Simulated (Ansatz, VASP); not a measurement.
# Ba in VASP and in Ansatz

```xyz
3
Lattice="5.8462 0.0000 0.0000 -2.9231 5.0629 0.0000 0.0000 0.0000 7.6675" Properties=species:S:1:pos:R:3 pbc="T T T"
Ba    0.0000    0.0000    0.0000
Ba    0.0000    0.0000    3.8338
Ba    2.9231    1.6876    3.8338
```

Alike in both runs: functional PBE; k mesh 3 × 3 × 4; occupations gaussian, width 0.1 eV; no spin polarisation.

Ansatz relaxed the structure, and its values are those at the end. VASP's run is a single point on that final structure, the one shown.

|  | VASP | Ansatz |
| --- | --- | --- |
| version | VASP 6.6.1 | Ansatz 0.2.0 |
| potentials or method | VASP PAW PBE potentials, release 64 (Ba_sv) | scalar-relativistic, plane waves, PAW |
| plane-wave cutoff (eV) | 520 | 420 |
| valence electrons in the cell | 30 | 30 |

Ansatz gave:

- gap on the k mesh at the Fermi level (eV): none
- pressure (GPa): 0.0

Question: Estimate VASP's values.

Answer: gap on the k mesh at the Fermi level (eV): none; pressure (GPa): 0.2.

A gap of «none» marks a metal or a gap that the smearing closes.

Caveats: the k mesh is coarse (spacing up to 0.41 Å⁻¹), so the values aren't converged. The runs have no spin-orbit coupling, so splittings on Ba are missing.
